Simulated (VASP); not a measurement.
# ZnS (Wurtzite-2H) (P6_3mc) in VASP: further runs

Aim: see how the results for ZnS (Wurtzite-2H) move with the level of theory and the settings. Levels: PBEsol, PBE+D3(BJ). Tasks: relaxation of cell and atoms.

Everything below comes from runs of VASP 6.6.1. Logs are shortened: lines on timing, memory, paths and dates and some standing lists are left out, and cuts for length are marked.

## Step 1: The crystal as given

Symmetry: P6_3mc, No. 186, hexagonal system. The conventional cell has a = 3.786 Å, b = 3.786 Å, c = 6.212 Å, α = 90.00°, β = 90.00°, γ = 120.00°. Zn (site symmetry 3m) has 4 S at 2.32 Å as nearest neighbours. Around S (site symmetry 3m) lie 4 Zn at 2.32 Å.

## Step 2: Relaxation of cell and atoms, PBEsol

The input, INCAR:

```
SYSTEM = ZnS
  PREC = Accurate
  ENCUT = 600
  EDIFF = 1E-7
  ISMEAR = 0
  SIGMA = 0.03
  LREAL = .FALSE.
  LASPH = .TRUE.
  NELM = 80
  ALGO = Normal
  ISIF = 3
  LWAVE = .FALSE.
  LCHARG = .FALSE.
  GGA = PS
  IBRION = 2
  NSW = 90
  EDIFFG = -0.005
```

The input, KPOINTS:

```
regular mesh
0
G
  9 9 5
  0 0 0
```

The input, POSCAR:

```
ZnS                                     
1.0
    3.7855619499      0.0000000000      0.0000000000
   -1.8927809750      3.2783928162     -0.0000000000
    0.0000000000     -0.0000000000      6.2124939820
  Zn              S             
     2     2
Direct
     0.3333333332999970    0.6666666667000030    0.0054122289242926
     0.6666666667000030    0.3333333332999970    0.5054122289242927
     0.3333333332999970    0.6666666667000030    0.3795877710757055
     0.6666666667000030    0.3333333332999970    0.8795877710757053
```

Potentials or basis: VASP PAW PBE potentials, release 64 (Zn, S).

Run with:

```sh
cat potpaw_PBE.64/Zn/POTCAR potpaw_PBE.64/S/POTCAR > POTCAR
mpirun -np 1 vasp_std > vasp.out
```

OUTCAR:

```text
SYSTEM = ZnS
   PREC = Accurate
   ENCUT = 600
   EDIFF = 1E-7
   ISMEAR = 0
   LREAL = .FALSE.
   LASPH = .TRUE.
   NELM = 80
   ISIF = 3
   GGA = PS
   IBRION = 2
   NSW = 90
   EDIFFG = -0.005

 ion  position               nearest neighbor table
   1  0.333  0.667  0.005-   4 2.32   4 2.32   4 2.32   3 2.32
   2  0.667  0.333  0.505-   3 2.32   3 2.32   3 2.32   4 2.32
   3  0.333  0.667  0.380-   2 2.32   2 2.32   2 2.32   1 2.32
   4  0.667  0.333  0.880-   1 2.32   1 2.32   1 2.32   2 2.32

  LATTYP: Found a hexagonal cell.
 ALAT       =     3.7855619499
 C/A-ratio  =     1.6411021836

  Lattice vectors:

 A1 = (   3.7855619499,   0.0000000000,   0.0000000000)
 A2 = (  -1.8927809750,   3.2783928162,   0.0000000000)
 A3 = (   0.0000000000,   0.0000000000,   6.2124939820)

Analysis of symmetry for initial positions (statically):
=====================================================================
 Subroutine PRICEL returns:
 Original cell was already a primitive cell.

 Routine SETGRP: Setting up the symmetry group for a
 hexagonal supercell.

 Subroutine GETGRP returns: Found 12 space group operations
 (whereof  6 operations were pure point group operations)
 out of a pool of 24 trial point group operations.

The static configuration has the point symmetry C_3v.
 The point group associated with its full space group is C_6v.

Analysis of symmetry for dynamics (positions and initial velocities):
=====================================================================
 Subroutine PRICEL returns:
 Original cell was already a primitive cell.

 Routine SETGRP: Setting up the symmetry group for a
 hexagonal supercell.

 Subroutine GETGRP returns: Found 12 space group operations
 (whereof  6 operations were pure point group operations)
 out of a pool of 24 trial point group operations.

The dynamic configuration has the point symmetry C_3v.
 The point group associated with its full space group is C_6v.

 Subroutine INISYM returns: Found 12 space group operations
 (whereof  6 operations are pure point group operations),
 and found     1 'primitive' translations

----------------------------------------------------------------------------------------

                                     Primitive cell

  volume of cell :      77.1005

  direct lattice vectors                    reciprocal lattice vectors
     3.785561950  0.000000000  0.000000000     0.264161573  0.152513755  0.000000000
    -1.892780975  3.278392816  0.000000000     0.000000000  0.305027511  0.000000000
     0.000000000  0.000000000  6.212493982     0.000000000  0.000000000  0.160965951

  length of vectors
     3.785561950  3.785561950  6.212493982     0.305027511  0.305027511  0.160965951

  position of ions in fractional coordinates (direct lattice)
     0.333333333  0.666666667  0.005412229
     0.666666667  0.333333333  0.505412229
     0.333333333  0.666666667  0.379587771
     0.666666667  0.333333333  0.879587771

  ion indices of the primitive-cell ions
   primitive index   ion index
                 1           1
                 2           2
                 3           3
                 4           4

----------------------------------------------------------------------------------------

 KPOINTS: regular mesh

Automatic generation of k-mesh.
 Grid dimensions read from file:
 generate k-points for:    9    9    5

 Generating k-lattice:

  Cartesian coordinates                     Fractional coordinates (reciprocal lattice)
     0.029351286  0.016945973  0.000000000     0.111111111  0.000000000  0.000000000
     0.000000000  0.033891946  0.000000000     0.000000000  0.111111111  0.000000000
     0.000000000  0.000000000  0.032193190     0.000000000  0.000000000  0.200000000

  Length of vectors
     0.033891946  0.033891946  0.032193190

  Shift w.r.t. Gamma in fractional coordinates (k-lattice)
     0.000000000  0.000000000  0.000000000

 Subroutine IBZKPT returns following result:
 ===========================================

 Found     36 irreducible k-points:

 Following reciprocal coordinates:
            Coordinates               Weight
  0.000000  0.000000  0.000000      1.000000
  0.111111 -0.000000  0.000000      6.000000
  0.222222  0.000000  0.000000      6.000000
  0.333333  0.000000  0.000000      6.000000
  0.444444  0.000000  0.000000      6.000000
  0.111111  0.111111  0.000000      6.000000
[... 16 lines left out ...]
  0.333333  0.222222  0.200000     24.000000
  0.333333  0.333333  0.200000      4.000000
 [... further k-points ...]
   k-points           NKPTS =     36   k-points in BZ     NKDIM =     36   number of bands    NBANDS=     22
   number of dos      NEDOS =    301   number of ions     NIONS =      4
   total plane-waves  NPLWV =  45000
   dimension x,y,z NGX =    30 NGY =   30 NGZ =   50
   dimension x,y,z NGXF=    60 NGYF=   60 NGZF=  100
   ions per type =               2   2
   NGX,Y,Z   is equivalent  to a cutoff of  13.17, 13.17, 13.38 a.u.
   NGXF,Y,Z  is equivalent  to a cutoff of  26.35, 26.35, 26.76 a.u.
 SYSTEM =  ZnS
   PREC   = accura    normal or accurate (medium, high low for compatibility)
   ISTART =      0    job   : 0-new  1-cont  2-samecut
   ICHARG =      2    charge: 1-file 2-atom 10-const
   ISPIN  =      1    spin polarized calculation?
   LNONCOLLINEAR =      F non collinear calculations
   LSORBIT =      F    spin-orbit coupling
   LASPH  =      T    aspherical Exc in radial PAW
   ENCUT  =  600.0 eV  44.10 Ry    6.64 a.u.   7.56  7.56 12.41*2*pi/ulx,y,z
   NELM   =     80;   NELMIN=  2; NELMDL= -5     # of ELM steps
   EDIFF  = 0.1E-06   stopping-criterion for ELM
   LREAL  =      F    real-space projection
   EDIFFG = -.5E-02   stopping-criterion for IOM
   NSW    =     90    number of steps for IOM
   IBRION =      2    ionic relax: 0-MD 1-quasi-New 2-CG
   NFREE  =      1    steps in history (QN), initial steepest desc. (CG)
   ISIF   =      3    stress and relaxation
   ISYM   =      2    0-nonsym 1-usesym 2-fastsym
   POTIM  = 0.5000    time-step for ionic-motion
   TEBEG  =    0.0;   TEEND  =   0.0 temperature during run
   PSTRESS=    0.0 pullay stress
   NELECT =      36.0000    total number of electrons
   NUPDOWN=      -1.0000    fix difference up-down
   EMIN   =  10.00;   EMAX   =-10.00  energy-range for DOS
   EFERMI =   0.00;   METHOD = LEGACY
   ISMEAR =     0;   SIGMA  =   0.03  broadening in eV -4-tet -1-fermi 0-gaus
   EFERMI_NEDOS =   21; number of points for ismear=-14 and -15
   IALGO  =     38    algorithm
   IMIX   =      4    mixing-type and parameters
     AMIX     =   0.40;   BMIX     =  1.00
     AMIX_MAG =   1.60;   BMIX_MAG =  1.00
  volume/ion in A,a.u.               =      19.28       130.08
  Fermi-wavevector in a.u.,A,eV,Ry     =   1.270057  2.400060 21.946808  1.613045
  Thomas-Fermi vector in A             =   2.403065
   LORBIT       =      0    0 simple, 1 ext, 2 COOP (PROOUT), +10 PAW based schemes
   GGA     = PS    functional components
   LHFCALC =     F    Hartree Fock is set to
   AEXX    =    0.0000 exact exchange contribution
   IVDW    =     0    specifies the selected vdW correction
   LEPSILON=     F    determine dielectric tensor
   LRPA    =     F    only Hartree local field effects (RPA)
 conjugate gradient relaxation of ions
 non-spin polarized calculation
 Gauss-broadening in eV      SIGMA  =   0.03
  energy-cutoff  :      600.00
  volume of cell :       77.10
 maximum number of plane-waves:      2603
   NGX = 15   NGY = 15   NGZ = 25

 number of electron      35.9999995 magnetization

 Free energy of the ion-electron system (eV)
  ---------------------------------------------------
  ext. energy  EPLUGINS =         0.00000000
  ---------------------------------------------------
  free energy    TOTEN  =       -15.16771237 eV

  energy without entropy =      -15.16771237  energy(sigma->0) =      -15.16771237

 E-fermi :   2.3870     XC(G=0):  -9.9516

 val. band max:        2.2527979184   @ k =   0.0000   0.0000   0.0000
 cond. band min:       4.4030620016   @ k =   0.0000   0.0000   0.0000
 fundamental gap:      2.1502640833
 Fermi energy:         2.3869689061

 k-point     1 :       0.0000    0.0000    0.0000
  band No.  band energies     occupation
      1     -11.0953      2.00000
      2     -10.1033      2.00000
      3      -4.2246      2.00000
      4      -4.2082      2.00000
      5      -4.2082      2.00000
      6      -4.1229      2.00000
[... 14 lines left out ...]
     21       8.4594      0.00000
     22       8.4594      0.00000

 k-point     2 :       0.1111   -0.0000    0.0000
  band No.  band energies     occupation
      1     -11.0077      2.00000
      2     -10.0539      2.00000
      3      -4.2213      2.00000
      4      -4.2024      2.00000
      5      -4.1909      2.00000
      6      -4.1149      2.00000
[... 14 lines left out ...]
     21       8.0802      0.00000
     22       8.7051      0.00000

 k-point     3 :       0.2222    0.0000    0.0000
  band No.  band energies     occupation
      1     -10.7658      2.00000
      2      -9.9317      2.00000
      3      -4.2335      2.00000
      4      -4.1677      2.00000
      5      -4.1519      2.00000
      6      -4.0732      2.00000
[... 14 lines left out ...]
     21       8.0287      0.00000
     22       8.7655      0.00000

 k-point     4 :       0.3333    0.0000    0.0000
  band No.  band energies     occupation
      1     -10.4389      2.00000
      2      -9.8099      2.00000
      3      -4.2275      2.00000
      4      -4.1291      2.00000
      5      -4.1180      2.00000
      6      -3.9722      2.00000
[... 14 lines left out ...]
     21       7.7152      0.00000
     22       8.9236      0.00000

 k-point     5 :       0.4444    0.0000    0.0000
  band No.  band energies     occupation
      1     -10.1629      2.00000
      2      -9.7693      2.00000
      3      -4.2120      2.00000
      4      -4.1030      2.00000
      5      -4.0406      2.00000
      6      -3.9193      2.00000
[... 14 lines left out ...]
     21       7.2780      0.00000
     22       9.0744      0.00000

 k-point     6 :       0.1111    0.1111    0.0000
  band No.  band energies     occupation
      1     -10.8426      2.00000
      2      -9.9680      2.00000
      3      -4.2221      2.00000
      4      -4.1736      2.00000
      5      -4.1713      2.00000
      6      -4.0962      2.00000
[... 14 lines left out ...]
     21       7.7410      0.00000
     22       8.6718      0.00000

 k-point     7 :       0.2222    0.1111    0.0000
  band No.  band energies     occupation
      1     -10.5554      2.00000
      2      -9.8456      2.00000
      3      -4.2073      2.00000
      4      -4.1476      2.00000
      5      -4.1309      2.00000
      6      -4.0365      2.00000
[... 324 lines left out ...]
      6      -3.9484      2.00000
[... 14 lines left out ...]
     21       7.9043      0.00000
     22       8.3123      0.00000

 k-point    21 :       0.4444    0.1111    0.2000
  band No.  band energies     occupation
      1     -10.0446      2.00000
      2      -9.7962      2.00000
      3      -4.2029      2.00000
      4      -4.0889      2.00000
      5      -4.0452      2.00000
      6      -3.9257      2.00000
[... 14 lines left out ...]
     21       7.8612      0.00000
     22       8.4826      0.00000

 k-point    22 :       0.2222    0.2222    0.2000
  band No.  band energies     occupation
      1     -10.2251      2.00000
      2      -9.8183      2.00000
      3      -4.1637      2.00000
      4      -4.1389      2.00000
      5      -4.0453      2.00000
      6      -4.0004      2.00000
[... 14 lines left out ...]
     21       7.9389      0.00000
     22       8.3695      0.00000

 k-point    23 :       0.3333    0.2222    0.2000
  band No.  band energies     occupation
      1      -9.9973      2.00000
      2      -9.7924      2.00000
      3      -4.1727      2.00000
      4      -4.0784      2.00000
      5      -3.9990      2.00000
      6      -3.9131      2.00000
[... 14 lines left out ...]
     21       7.7628      0.00000
     22       8.6799      0.00000

 k-point    24 :       0.3333    0.3333    0.2000
  band No.  band energies     occupation
      1      -9.8511      2.00000
      2      -9.8511      2.00000
      3      -4.1717      2.00000
      4      -4.0224      2.00000
      5      -4.0224      2.00000
      6      -3.8955      2.00000
[... 14 lines left out ...]
     21       7.6621      0.00000
     22       9.7936      0.00000

 [... further k-points ...]

------------------------ aborting loop because EDIFF is reached ----------------------------------------

  FORCE on cell =-STRESS in cart. coord.  units (eV):
  Direction    XX          YY          ZZ          XY          YZ          ZX
  --------------------------------------------------------------------------------------
  -------------------------------------------------------------------------------------
  Total       -0.0133955     -0.0133955     -0.0051577      0.0000000      0.0000000      0.0000000
  in kB       -0.2783628     -0.2783628     -0.1071792      0.0000000      0.0000000      0.0000000
  external PRESSURE =      -0.2213016 kB  Pullay stress =       0.0000000 kB

 VOLUME and BASIS-vectors are now :
 -----------------------------------------------------------------------------
  energy-cutoff  :      600.00
  volume of cell :       77.10
      direct lattice vectors                 reciprocal lattice vectors
     3.785561950  0.000000000  0.000000000     0.264161573  0.152513755  0.000000000
    -1.892780975  3.278392816  0.000000000     0.000000000  0.305027511  0.000000000
     0.000000000  0.000000000  6.212493982     0.000000000  0.000000000  0.160965951

 POSITION                                       TOTAL-FORCE (eV/Angst)
 -----------------------------------------------------------------------------------
     -0.00000      2.18560      0.03362         0.000000      0.000000     -0.000735
      1.89278      1.09280      3.13987        -0.000000      0.000000     -0.000735
     -0.00000      2.18560      2.35819        -0.000000     -0.000000      0.000735
      1.89278      1.09280      5.46443         0.000000      0.000000      0.000735
 -----------------------------------------------------------------------------------
    total drift:                               -0.000000     -0.000000      0.001050

  FREE ENERGIE OF THE ION-ELECTRON SYSTEM (eV)
  ---------------------------------------------------
  free  energy   TOTEN  =       -15.1677123748 eV

  energy  without entropy=      -15.1677123748  energy(sigma->0) =      -15.16771237

 reached required accuracy - stopping structural energy minimisation
```

Run time: 63 s. Hardware: 1 thread of Intel Xeon Platinum 8488C (Sapphire Rapids), shared host; peak memory 0.23 GiB.

What came out:

* Free energy: -15.1677 eV
* Pressure after relaxing: 0.0 GPa
* Band gap on the k mesh: 2.15 eV, direct

Final structure:
```yaml
crystal:
  lattice:
    - [3.78556, 0.00000, 0.00000]
    - [-1.89278, 3.27839, 0.00000]
    - [0.00000, 0.00000, 6.21249]
  atoms:
    - { symbol: Zn, position: [0.33333, 0.66667, 0.00541] }
    - { symbol: Zn, position: [0.66667, 0.33333, 0.50541] }
    - { symbol: S, position: [0.33333, 0.66667, 0.37959] }
    - { symbol: S, position: [0.66667, 0.33333, 0.87959] }
```

Caveat: the relaxation stopped at its first step, so nothing moved; the PAW data sets were made with another functional, which shifts forces and pressure a little. Expect the measured gap to be larger: semilocal functionals such as PBEsol lack the derivative discontinuity.

## Step 3: Relaxation of cell and atoms, PBE+D3(BJ)

This run uses another cell than the first one, of 19.60 Å³/atom, 1.017 times its volume.

The input, INCAR:

```
PREC = Accurate
ENCUT = 600
EDIFF = 1E-6
ISMEAR = 0
SIGMA = 0.03
LREAL = False
LASPH = True
NELM = 80
ALGO = Normal
ISIF = 3
LWAVE = False
LCHARG = False
GGA = PE
IVDW = 12
IBRION = 2
NSW = 90
EDIFFG = -0.01
```

The input, KPOINTS:

```
regular mesh
0
Gamma
  9 9 5
```

The input, POSCAR:

```
ZnS
1.0
    3.8110000000      0.0000000000      0.0000000000
   -1.9055000000      3.3004228138      0.0000000000
    0.0000000000      0.0000000000      6.2340000000
Zn S
2 2
Direct
    0.3333333333      0.6666666667      0.0000000000
    0.6666666667      0.3333333333      0.5000000000
    0.3333333333      0.6666666667      0.3850000000
    0.6666666667      0.3333333333      0.8850000000
```

Potentials or basis: VASP PAW PBE potentials, release 64 (Zn, S).

Run with:

```sh
cat potpaw_PBE.64/Zn/POTCAR potpaw_PBE.64/S/POTCAR > POTCAR
mpirun -np 1 vasp_std > vasp.out
```

Run time: 6.7 min. Hardware: 1 thread of Intel Xeon Platinum 8488C (Sapphire Rapids), shared host; peak memory 0.24 GiB.

It converged, with:

```yaml
Free_energy: -14.9160 eV
Relaxed_volume: 19.49 Å³/atom
Relaxed_cell: a = 3.798 Å, b = 3.798 Å, c = 6.240 Å, α = 90.00°, β = 90.00°, γ = 120.00°
Space_group_after_relaxing_to_0.05_Å: P6_3mc (No. 186)
Energy_gained_by_relaxing: 5.7 meV/atom
Ionic_steps: 10
Pressure_after_relaxing: 0.0 GPa
Band_gap_on_the_k_mesh: 2.23 eV, direct
Dispersion_energy_per_atom: -0.312 eV
```

Step by step:
| step | energy change (eV) | largest force (eV/Å) | pressure (GPa) | volume (Å³) |
| --- | --- | --- | --- | --- |
| 1 | 0.0000 | 0.3257 | -0.28 | 78.41 |
| 2 | -0.0168 | 0.1050 | -0.05 | 78.01 |
| 3 | -0.0170 | 0.0705 | 0.01 | 77.96 |
| 4 | -0.0202 | 0.0442 | -0.07 | 77.92 |
| 5 | -0.0223 | 0.0401 | 0.11 | 77.79 |
| 6 | -0.0228 | 0.0129 | 0.10 | 77.83 |
| 7 | -0.0228 | 0.0104 | -0.03 | 78.04 |
| 8 | -0.0229 | 0.0017 | 0.08 | 77.93 |
| 9 | -0.0229 | 0.0039 | -0.07 | 77.98 |
| 10 | -0.0229 | 0.0008 | 0.01 | 77.95 |

Final structure:
```xyz
4
Lattice="3.7981 0.0000 0.0000 -1.8990 3.2892 0.0000 0.0000 0.0000 6.2397" Properties=species:S:1:pos:R:3 pbc="T T T"
Zn    0.0000    2.1928    0.0347
Zn    1.8990    1.0964    3.1546
S     0.0000    2.1928    2.3676
S     1.8990    1.0964    5.4874
```

Levels at points of the mesh, in eV from the valence-band top:
```tsv
k point	band 15	band 16	band 17	band 18	band 19	band 20	band 21	band 22
(0.00, 0.00, 0.00)	-0.90	-0.09	0.00	0.00	2.23	3.13	6.31	6.31
```

Expect the measured gap to be larger: semilocal functionals such as PBE lack the derivative discontinuity.

## Step 4: Relaxation of cell and atoms, PBE+D3(BJ)

This run uses another cell than the first one, of 19.49 Å³/atom, 1.011 times its volume.

Edit INCAR of step 3 so:

```diff
@@ -2,3 +2,3 @@
 ENCUT = 600
-EDIFF = 1E-6
+EDIFF = 1E-7
 ISMEAR = 0
@@ -16,2 +16,2 @@
 NSW = 90
-EDIFFG = -0.01
+EDIFFG = -0.005
```

KPOINTS is that of step 3.

The input, POSCAR:

```
ZnS                                     
1.0
    3.7980710155      0.0000000000     -0.0000000000
   -1.8990355078      3.2892259848      0.0000000000
    0.0000000000     -0.0000000000      6.2397329947
  Zn              S             
     2     2
Direct
     0.3333333332999970    0.6666666667000030    0.0055644099244622
     0.6666666667000030    0.3333333332999970    0.5055644099244622
     0.3333333332999970    0.6666666667000030    0.3794355900755358
     0.6666666667000030    0.3333333332999970    0.8794355900755358
```

Run with:

```sh
cat potpaw_PBE.64/Zn/POTCAR potpaw_PBE.64/S/POTCAR > POTCAR
mpirun -np 1 vasp_std > vasp.out
```

Run time: 74 s. Hardware: 1 thread of Intel Xeon Platinum 8488C (Sapphire Rapids), shared host; peak memory 0.23 GiB.

Results (log left out):

```yaml
Free_energy: -14.9159 eV
Pressure_after_relaxing: 0.0 GPa
Band_gap_on_the_k_mesh: 2.23 eV, direct
Dispersion_energy_per_atom: -0.312 eV
```

Final structure:
```xyz
4
Lattice="3.7981 0.0000 0.0000 -1.8990 3.2892 0.0000 0.0000 0.0000 6.2397" Properties=species:S:1:pos:R:3 pbc="T T T"
Zn    0.0000    2.1928    0.0347
Zn    1.8990    1.0964    3.1546
S     0.0000    2.1928    2.3676
S     1.8990    1.0964    5.4874
```

Levels at points of the mesh, in eV from the valence-band top:
| k point | band 14 | band 15 | band 16 | band 17 | band 18 | band 19 | band 20 | band 21 | band 22 |
| --- | --- | --- | --- | --- | --- | --- | --- | --- | --- |
| (0.00, 0.00, 0.00) | -0.90 | -0.90 | -0.09 | 0.00 | 0.00 | 2.23 | 3.13 | 6.31 | 6.31 |

Caveat: the relaxation stopped at its first step, so nothing moved.
